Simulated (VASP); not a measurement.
## TePb: single point with PBE

**Measured values to compare with.**

A printed reference work, monograph reports, for a bulk crystal of TePb at 4.2 K: band gap 0.19 eV (direct).

Crystal: TePb.

```
Te Pb
1.0
     0.00000    3.28605    3.28605
     3.28605    0.00000    3.28605
     3.28605    3.28605    0.00000
Te Pb
1 1
Direct
  0.50000 0.50000 0.50000
  0.00000 0.00000 0.00000
```

```json
{
  "Program": "VASP 6.6.1",
  "Task": "single point",
  "Functional": "PBE",
  "Potentials or basis": "VASP PAW PBE potentials, release 64 (Te, Pb_d)",
  "Cutoff": "520 eV",
  "k mesh": "6 × 6 × 6",
  "Occupations": "gaussian, width 0.01 eV",
  "Spin": "no spin polarisation"
}
```

- Pressure: -0.1 GPa
- Band gap on the k mesh: 0.83 eV, direct

Levels at points of the mesh, in eV from the valence-band top:
```
           k point  band 6  band 7  band 8  band 9  band 10  band 11  band 12  band 13  band 14  band 15
(0.00, 0.00, 0.00)  -11.60   -5.71   -1.15   -1.15    -1.15     4.02     4.02     4.02     5.92     5.92
(0.50, 0.00, 0.00)  -10.30   -8.33   -0.73   -0.73     0.00     0.83     1.40     1.40     8.34     9.14
(0.50, 0.50, 0.00)  -10.10   -7.21   -4.10   -2.51    -2.51     3.51     5.30     5.30     6.43    10.00
```

Run time: 16 s on 1 thread of Intel(R) Xeon(R) Platinum 8259CL CPU @ 2.50GHz (Skylake/Cascade Lake) (shared host), peak memory 0.2 GiB.

Against the measured gap of TePb, 0.19 eV (direct; 4.2 K; a printed reference work, monograph), the calculated 0.83 eV is off by +0.64 eV. Spin-orbit coupling on Pb, Te is left out. The value is that of PBE on a finite k mesh, which can miss the band edges, without temperature or zero-point motion.

Caveat: spin-orbit coupling is left out, which moves the levels of the heavy elements.
